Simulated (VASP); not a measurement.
# Hf (Im-3m) in VASP: further runs, part 2 of 3

VASP 6.6.1. Earlier steps stand in the parts before.

## 3. Relaxation of cell and atoms, PBEsol, target pressure 50 GPa, at which the enthalpy is minimised

This run uses another cell than the first one, of 15.73 Å³/atom, 0.669 times its volume.

Input file INCAR:

```
PREC = Accurate
ENCUT = 520
EDIFF = 1E-7
ISMEAR = 0
SIGMA = 0.1
LREAL = False
LASPH = True
NELM = 100
ALGO = Normal
ISIF = 3
LWAVE = False
LCHARG = False
GGA = PS
IBRION = 2
NSW = 80
EDIFFG = -0.002
PSTRESS = 500.0
```

Input file KPOINTS:

```
Automatic mesh
0
Gamma
  4 4 4
```

Input file POSCAR:

```
Hf                                      
1.0
   -1.5783666462      1.5783666462      1.5783666462
    1.5783666462     -1.5783666462      1.5783666462
    1.5783666462      1.5783666462     -1.5783666462
  Hf            
     1
Direct
     0.0000000000000000    0.0000000000000000    0.0000000000000000
```

Potentials or basis: VASP PAW PBE potentials, release 64 (Hf_pv).

On the command line:

```bash
> cat potpaw_PBE.64/Hf_pv/POTCAR > POTCAR
> mpirun -np 1 vasp_std > vasp.out
```

OUTCAR:

```text
PREC = Accurate
   ENCUT = 520
   EDIFF = 1E-7
   ISMEAR = 0
   LREAL = False
   LASPH = True
   NELM = 100
   ISIF = 3
   GGA = PS
   IBRION = 2
   NSW = 80
   EDIFFG = -0.002
   PSTRESS = 500.0

 ion  position               nearest neighbor table
   1  0.000  0.000  0.000-

  LATTYP: Found a body centered cubic cell.
 ALAT       =     3.1567332924

  Lattice vectors:

 A1 = (  -1.5783666462,   1.5783666462,   1.5783666462)
 A2 = (   1.5783666462,  -1.5783666462,   1.5783666462)
 A3 = (   1.5783666462,   1.5783666462,  -1.5783666462)

Analysis of symmetry for initial positions (statically):
=====================================================================
 Subroutine PRICEL returns:
 Original cell was already a primitive cell.

 Routine SETGRP: Setting up the symmetry group for a
 body centered cubic supercell.

 Subroutine GETGRP returns: Found 48 space group operations
 (whereof 48 operations were pure point group operations)
 out of a pool of 48 trial point group operations.

The static configuration has the point symmetry O_h .

Analysis of symmetry for dynamics (positions and initial velocities):
=====================================================================
 Subroutine PRICEL returns:
 Original cell was already a primitive cell.

 Routine SETGRP: Setting up the symmetry group for a
 body centered cubic supercell.

 Subroutine GETGRP returns: Found 48 space group operations
 (whereof 48 operations were pure point group operations)
 out of a pool of 48 trial point group operations.

The dynamic configuration has the point symmetry O_h .

 Subroutine INISYM returns: Found 48 space group operations
 (whereof 48 operations are pure point group operations),
 and found     1 'primitive' translations

----------------------------------------------------------------------------------------

                                     Primitive cell

  volume of cell :      15.7284

  direct lattice vectors                    reciprocal lattice vectors
    -1.578366646  1.578366646  1.578366646     0.000000000  0.316783177  0.316783177
     1.578366646 -1.578366646  1.578366646     0.316783177  0.000000000  0.316783177
     1.578366646  1.578366646 -1.578366646     0.316783177  0.316783177  0.000000000

  length of vectors
     2.733811224  2.733811224  2.733811224     0.447999065  0.447999065  0.447999065

  position of ions in fractional coordinates (direct lattice)
     0.000000000  0.000000000  0.000000000

  ion indices of the primitive-cell ions
   primitive index   ion index
                 1           1

----------------------------------------------------------------------------------------

 KPOINTS: Automatic mesh

Automatic generation of k-mesh.
 Grid dimensions read from file:
 generate k-points for:    4    4    4

 Generating k-lattice:

  Cartesian coordinates                     Fractional coordinates (reciprocal lattice)
     0.000000000  0.079195794  0.079195794     0.250000000  0.000000000  0.000000000
     0.079195794  0.000000000  0.079195794     0.000000000  0.250000000  0.000000000
     0.079195794  0.079195794  0.000000000     0.000000000  0.000000000  0.250000000

  Length of vectors
     0.111999766  0.111999766  0.111999766

  Shift w.r.t. Gamma in fractional coordinates (k-lattice)
     0.000000000  0.000000000  0.000000000

 Subroutine IBZKPT returns following result:
 ===========================================

 Found      8 irreducible k-points:

 Following reciprocal coordinates:
            Coordinates               Weight
  0.000000  0.000000  0.000000      1.000000
  0.250000  0.000000  0.000000     12.000000
  0.500000  0.000000  0.000000      6.000000
  0.250000  0.250000  0.000000     24.000000
  0.250000  0.250000  0.250000      2.000000
 -0.250000  0.250000  0.250000      6.000000
  0.500000  0.500000  0.250000     12.000000
  0.500000  0.500000  0.500000      1.000000
   k-points           NKPTS =      8   k-points in BZ     NKDIM =      8   number of bands    NBANDS=      9
   number of dos      NEDOS =    301   number of ions     NIONS =      1
   total plane-waves  NPLWV =   8000
   dimension x,y,z NGX =    20 NGY =   20 NGZ =   20
   dimension x,y,z NGXF=    40 NGYF=   40 NGZF=   40
   ions per type =               1
   NGX,Y,Z   is equivalent  to a cutoff of  12.16, 12.16, 12.16 a.u.
   NGXF,Y,Z  is equivalent  to a cutoff of  24.32, 24.32, 24.32 a.u.
 SYSTEM =  unknown system
   PREC   = accura    normal or accurate (medium, high low for compatibility)
   ISTART =      0    job   : 0-new  1-cont  2-samecut
   ICHARG =      2    charge: 1-file 2-atom 10-const
   ISPIN  =      1    spin polarized calculation?
   LNONCOLLINEAR =      F non collinear calculations
   LSORBIT =      F    spin-orbit coupling
   LASPH  =      T    aspherical Exc in radial PAW
   ENCUT  =  520.0 eV  38.22 Ry    6.18 a.u.   5.08  5.08  5.08*2*pi/ulx,y,z
   NELM   =    100;   NELMIN=  2; NELMDL= -5     # of ELM steps
   EDIFF  = 0.1E-06   stopping-criterion for ELM
   LREAL  =      F    real-space projection
   EDIFFG = -.2E-02   stopping-criterion for IOM
   NSW    =     80    number of steps for IOM
   IBRION =      2    ionic relax: 0-MD 1-quasi-New 2-CG
   NFREE  =      1    steps in history (QN), initial steepest desc. (CG)
   ISIF   =      3    stress and relaxation
   ISYM   =      2    0-nonsym 1-usesym 2-fastsym
   POTIM  = 0.5000    time-step for ionic-motion
   TEBEG  =    0.0;   TEEND  =   0.0 temperature during run
   PSTRESS=  500.0 pullay stress
   NELECT =      10.0000    total number of electrons
   NUPDOWN=      -1.0000    fix difference up-down
   EMIN   =  10.00;   EMAX   =-10.00  energy-range for DOS
   EFERMI =   0.00;   METHOD = LEGACY
   ISMEAR =     0;   SIGMA  =   0.10  broadening in eV -4-tet -1-fermi 0-gaus
   EFERMI_NEDOS =   21; number of points for ismear=-14 and -15
   IALGO  =     38    algorithm
   IMIX   =      4    mixing-type and parameters
     AMIX     =   0.40;   BMIX     =  1.00
     AMIX_MAG =   1.60;   BMIX_MAG =  1.00
  volume/ion in A,a.u.               =      15.73       106.14
  Fermi-wavevector in a.u.,A,eV,Ry     =   1.407711  2.660189 26.962001  1.981651
  Thomas-Fermi vector in A             =   2.529943
   LORBIT       =      0    0 simple, 1 ext, 2 COOP (PROOUT), +10 PAW based schemes
   GGA     = PS    functional components
   LHFCALC =     F    Hartree Fock is set to
   AEXX    =    0.0000 exact exchange contribution
   IVDW    =     0    specifies the selected vdW correction
   LEPSILON=     F    determine dielectric tensor
   LRPA    =     F    only Hartree local field effects (RPA)
 conjugate gradient relaxation of ions
 non-spin polarized calculation
 Gauss-broadening in eV      SIGMA  =   0.10
  energy-cutoff  :      520.00
  volume of cell :       15.73
 maximum number of plane-waves:       429
   NGX = 11   NGY = 11   NGZ = 11

 number of electron      10.0000000 magnetization

 Free energy of the ion-electron system (eV)
  ---------------------------------------------------
  ext. energy  EPLUGINS =         0.00000000
  ---------------------------------------------------
  free energy    TOTEN  =        -9.60731293 eV

  energy without entropy =       -9.60324726  energy(sigma->0) =       -9.60528009

 E-fermi :   7.0397     XC(G=0): -13.1085

 val. band max:        6.9418880756   @ k =   0.2500   0.0000   0.0000
 cond. band min:       7.3749620557   @ k =   0.2500   0.2500   0.0000
 fundamental gap:      0.4330739801
 Fermi energy:         7.0396795503

 k-point     1 :       0.0000    0.0000    0.0000
  band No.  band energies     occupation
      1     -21.3493      2.00000
      2     -21.3493      2.00000
      3     -21.3493      2.00000
      4      -0.9009      2.00000
      5       8.7163      0.00000
      6       8.7163      0.00000
      7       8.7163      0.00000
      8      12.6647      0.00000
      9      12.6647      0.00000
[... 73 lines left out ...]
 k-point     8 :       0.5000    0.5000    0.5000
  band No.  band energies     occupation
      1     -22.9833      2.00000
      2     -22.9833      2.00000
      3     -22.9833      2.00000
      4       2.5558      2.00000
      5       2.5558      2.00000
      6      16.8670      0.00000
      7      16.8670      0.00000
      8      16.8670      0.00000
      9      17.8755      0.00000

------------------------ aborting loop because EDIFF is reached ----------------------------------------

  FORCE on cell =-STRESS in cart. coord.  units (eV):
  Direction    XX          YY          ZZ          XY          YZ          ZX
  --------------------------------------------------------------------------------------
  -------------------------------------------------------------------------------------
  Total        4.9065636      4.9065636      4.9065636      0.0000000      0.0000000      0.0000000
  in kB      499.8093079    499.8093079    499.8093079      0.0000000      0.0000000      0.0000000
  external PRESSURE =      -0.1906921 kB  Pullay stress =     500.0000000 kB

 VOLUME and BASIS-vectors are now :
 -----------------------------------------------------------------------------
  energy-cutoff  :      520.00
  volume of cell :       15.73
      direct lattice vectors                 reciprocal lattice vectors
    -1.578366646  1.578366646  1.578366646     0.000000000  0.316783177  0.316783177
     1.578366646 -1.578366646  1.578366646     0.316783177  0.000000000  0.316783177
     1.578366646  1.578366646 -1.578366646     0.316783177  0.316783177  0.000000000

 POSITION                                       TOTAL-FORCE (eV/Angst)
 -----------------------------------------------------------------------------------
      0.00000      0.00000      0.00000         0.000000      0.000000      0.000000
 -----------------------------------------------------------------------------------
    total drift:                                0.000000     -0.000000     -0.000000

  FREE ENERGIE OF THE ION-ELECTRON SYSTEM (eV)
  ---------------------------------------------------
  free  energy   TOTEN  =        -9.6073129317 eV

  energy  without entropy=       -9.6032472565  energy(sigma->0) =       -9.60528009

  enthalpy is  TOTEN    =        -4.6988773244 eV   P V=        4.9084356074

 reached required accuracy - stopping structural energy minimisation
```

OSZICAR:

```text
N       E                     dE             d eps       ncg     rms          rms(c)
DAV:   1     0.906954450458E+01    0.90695E+01   -0.65297E+03   144   0.109E+03
DAV:   2    -0.954174068940E+01   -0.18611E+02   -0.17891E+02   217   0.134E+02
DAV:   3    -0.982745238165E+01   -0.28571E+00   -0.24576E+00   151   0.117E+01
DAV:   4    -0.982893590444E+01   -0.14835E-02   -0.14834E-02   176   0.778E-01
DAV:   5    -0.982895049459E+01   -0.14590E-04   -0.14591E-04   169   0.470E-02    0.527E+01
DAV:   6    -0.967080245927E+01    0.15815E+00   -0.12496E-01   148   0.305E+00    0.315E+01
DAV:   7    -0.960944068233E+01    0.61362E-01   -0.19546E-01   149   0.370E+00    0.145E+00
DAV:   8    -0.960729502908E+01    0.21457E-02   -0.90768E-03   150   0.895E-01    0.760E-02
DAV:   9    -0.960731147281E+01   -0.16444E-04   -0.12686E-04   200   0.117E-01    0.507E-02
DAV:  10    -0.960731305909E+01   -0.15863E-05   -0.83114E-06   150   0.269E-02    0.266E-02
DAV:  11    -0.960731292009E+01    0.13900E-06   -0.90429E-07   148   0.925E-03    0.141E-03
DAV:  12    -0.960731293173E+01   -0.11646E-07   -0.28034E-08    75   0.176E-03
   1 F= -.46988773E+01 E0= -.46968445E+01  d E =-.469888E+01
```

Run time: 2.7 s. Hardware: 1 thread of AMD EPYC 7R13 (Zen 3), shared host; peak memory 0.09 GiB.

What came out:

```
Free energy             : -9.6073 eV
Pressure after relaxing : 50.0 GPa
Band gap on the k mesh  : none (metal or under the smearing width)
```

Final structure:
```
Hf
1.0
    -1.57837    1.57837    1.57837
     1.57837   -1.57837    1.57837
     1.57837    1.57837   -1.57837
Hf
1
Direct
  0.00000 0.00000 0.00000
```

Caveat: the k mesh is coarse (spacing up to 0.70 Å⁻¹), so the values aren't converged; the relaxation stopped at its first step, so nothing moved; the cell is relaxed towards a set pressure, so the enthalpy falls and the energy may rise; the PAW data sets were made with another functional, which shifts forces and pressure a little.

## 4. Relaxation of cell and atoms, PBEsol, target pressure 50 GPa, at which the enthalpy is minimised

This run uses another cell than the first one, of 15.73 Å³/atom, 0.669 times its volume.

INCAR is that of step 3.

KPOINTS is that of step 3.

POSCAR is that of step 3.

On the command line:

```bash
> cat potpaw_PBE.64/Hf_pv/POTCAR > POTCAR
> mpirun -np 1 vasp_std > vasp.out
```

Wall time 2.7 s (1 thread of AMD EPYC 7R13 (Zen 3), shared host); peak memory 0.09 GiB.

It converged, with:

```
Free energy             : -9.6073 eV
Pressure after relaxing : 50.0 GPa
Band gap on the k mesh  : none (metal or under the smearing width)
```

Final structure:
```
CELL_PARAMETERS angstrom
-1.57837 1.57837 1.57837
1.57837 -1.57837 1.57837
1.57837 1.57837 -1.57837
ATOMIC_POSITIONS crystal
Hf 0.00000 0.00000 0.00000
```

Levels at points of the mesh, in eV from the Fermi level:
```tsv
k point	band 2	band 3	band 4	band 5	band 6	band 7	band 8	band 9
(0.00, 0.00, 0.00)	-28.39	-28.39	-7.94	1.68	1.68	1.68	5.63	5.63
(0.50, 0.00, 0.00)	-29.14	-28.43	-4.67	-1.37	3.27	5.78	7.17	11.28
(0.50, 0.50, 0.50)	-30.02	-30.02	-4.48	-4.48	9.83	9.83	9.83	10.84
```

Caveat: the k mesh is coarse (spacing up to 0.70 Å⁻¹), so the values aren't converged; the relaxation stopped at its first step, so nothing moved; the cell is relaxed towards a set pressure, so the enthalpy falls and the energy may rise; the PAW data sets were made with another functional, which shifts forces and pressure a little.

## 5. Relaxation of cell and atoms, PBEsol, target pressure 30 GPa, at which the enthalpy is minimised

This run uses another cell than the first one, of 15.73 Å³/atom, 0.669 times its volume.

Edit INCAR of step 4 so:

```diff
@@ -16,2 +16,2 @@
 EDIFFG = -0.002
-PSTRESS = 500.0
+PSTRESS = 300.0
```

KPOINTS is that of step 4.

POSCAR is that of step 4.

On the command line:

```bash
> cat potpaw_PBE.64/Hf_pv/POTCAR > POTCAR
> mpirun -np 1 vasp_std > vasp.out
```

Wall time 19 s (1 thread of AMD EPYC 7R13 (Zen 3), shared host); peak memory 0.1 GiB.

It converged, with:

- Free energy: -10.0356 eV
- Relaxed volume: 17.53 Å³/atom
- Relaxed cell: a = 2.834 Å, b = 2.834 Å, c = 2.834 Å, α = 109.47°, β = 109.47°, γ = 109.47°
- Space group after relaxing (to 0.05 Å): Im-3m (No. 229)
- Energy change on relaxing (the enthalpy is what falls): -428.3 meV/atom
- Ionic steps: 21
- Pressure after relaxing: 30.0 GPa
- Band gap on the k mesh: none (metal or under the smearing width)

Step by step:
```
step  energy change (eV)  largest force (eV/Å)  pressure (GPa)  volume (Å³)
   1              0.0000                0.0000           49.98        15.73
   2             -0.7579                0.0000            4.38        20.63
   3             -0.4406                0.0000           29.54        17.59
   4             -0.4317                0.0000           29.87        17.54
   5             -0.4247                0.0000           30.13        17.51
   6             -0.4247                0.0000           30.13        17.51
   7             -0.4248                0.0000           30.14        17.51
   8             -0.4248                0.0000           30.12        17.51
   9             -0.4248                0.0000           30.12        17.51
  10             -0.4248                0.0000           30.12        17.51
  11             -0.4248                0.0000           30.12        17.51
  12             -0.4248                0.0000           30.12        17.51
  13             -0.4249                0.0000           30.12        17.51
  14             -0.4249                0.0000           30.12        17.51
  15             -0.4250                0.0000           30.13        17.51
  16             -0.4252                0.0000           30.13        17.51
  17             -0.4255                0.0000           30.10        17.51
  18             -0.4262                0.0000           30.07        17.51
  19             -0.4277                0.0000           30.03        17.52
  20             -0.4305                0.0000           29.92        17.54
  21             -0.4283                0.0000           29.98        17.53
```

Final structure:
```
CELL_PARAMETERS angstrom
-1.63634 1.63634 1.63634
1.63634 -1.63634 1.63634
1.63634 1.63634 -1.63634
ATOMIC_POSITIONS crystal
Hf 0.00000 0.00000 0.00000
```

Levels at points of the mesh, in eV from the Fermi level:
```tsv
k point	band 1	band 2	band 3	band 4	band 5	band 6	band 7	band 8	band 9
(0.00, 0.00, 0.00)	-28.92	-28.92	-28.92	-7.80	1.56	1.56	1.56	5.14	5.14
(0.50, 0.00, 0.00)	-30.71	-29.48	-28.94	-4.30	-1.13	2.33	5.15	6.42	9.94
(0.50, 0.50, 0.50)	-30.13	-30.13	-30.13	-3.87	-3.87	8.71	8.71	8.71	9.47
```

Caveat: the k mesh is coarse (spacing up to 0.70 Å⁻¹), so the values aren't converged; the cell is relaxed towards a set pressure, so the enthalpy falls and the energy may rise; the PAW data sets were made with another functional, which shifts forces and pressure a little.

(Part 2 of 3 ends here.)
